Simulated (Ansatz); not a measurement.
## GaAs under changes of volume

One of the cells (22.590 Å³/atom); the others are scaled copies at fixed shape and fractional positions:

```xyz
2
Lattice="0.0000 2.8268 2.8268 2.8268 0.0000 2.8268 2.8268 2.8268 0.0000" Properties=species:S:1:pos:R:3 pbc="T T T"
As    4.2403    4.2403    4.2403
Ga    0.0000    0.0000    0.0000
```

* Program: Ansatz 0.2.0
* Functional: PBEsol
* Dispersion: D3(BJ)
* Potentials or basis: Ansatz PAW
* Cutoff: 420 eV (not typed: the program's choice for these potentials)
* k mesh: 8 × 8 × 8
* Occupations: fermi-dirac, width 0.05 eV
* Spin: no spin polarisation

| volume (Å³/atom) | energy over the lowest point (meV/atom) | pressure (GPa) | gap on the mesh (eV) |
| --- | --- | --- | --- |
| 21.234 | ? | ? | ? |
| 21.686 | 0.73 | 1.1 | 0.75 |
| 22.138 | 0.00 | -0.5 | 0.59 |
| 22.590 | 3.45 | -1.9 | 0.44 |
| 23.041 | 10.64 | -3.2 | 0.30 |
| 23.493 | 21.15 | -4.2 | 0.15 |
| 23.945 | 34.52 | -5.2 | none |

Q: What does the run at 21.234 Å³/atom give?

A: Energy over the lowest point 6.17 meV/atom; pressure 2.8 GPa; gap on the mesh 0.91 eV.

Worked out: A Birch-Murnaghan fit of order 3 (a polynomial in V^(-2/3)) to the other rows has its minimum at 21.99 Å³/atom with B0 = V·E''(V) = 76 GPa and B' = 5.1. It gives 6.27 meV/atom at 21.234 Å³/atom, against the run's 6.17, and -dE/dV = 2.9 GPa, against 2.8.

Energies are extrapolated to zero smearing.

Caveats: the PAW data sets come from PBE, with cores solved anew for the run's functional, which leaves a small shift of forces and pressure; pairwise dispersion overbinds metals, which lowers pressure and volume (some runs).

A mesh can miss the band edges. Spin-orbit coupling on As, Ga is left out.

A gap of «none» marks a metal or a gap under the smearing width.
